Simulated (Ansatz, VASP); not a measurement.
## One calculation of As, two programs

```
CELL_PARAMETERS angstrom
-3.47466 3.47466 2.62482
3.47466 -3.47466 2.62482
3.47466 3.47466 -2.62482
ATOMIC_POSITIONS crystal
As 0.00000 0.00000 0.00000
As 0.75000 0.25000 0.50000
As 0.37500 0.62500 0.75000
As 0.37500 0.12500 0.75000
As 0.37500 0.62500 0.25000
As 0.87500 0.62500 0.25000
```

Alike in both runs: functional PBE; k mesh 6 × 6 × 6; occupations gaussian, width 0.1 eV; no spin polarisation.

Ansatz relaxed the structure, and its values are those at the end. VASP's run is a single point on that final structure, the one shown.

|  | VASP | Ansatz |
| --- | --- | --- |
| version | VASP 6.6.1 | Ansatz 0.2.0 |
| potentials or method | VASP PAW PBE potentials, release 64 (As) | scalar-relativistic, plane waves, PAW |
| plane-wave cutoff (eV) | 520 | 420 |
| valence electrons in the cell | 30 | 90 |

```tsv
	VASP	Ansatz	Ansatz less VASP
gap on the k mesh at the Fermi level (eV)	none	none	-
pressure (GPa)	0.2	0.0	-0.16
```

A gap of «none» marks a metal or a gap that the smearing closes. The two sets of potentials don't hold the same shells in valence.
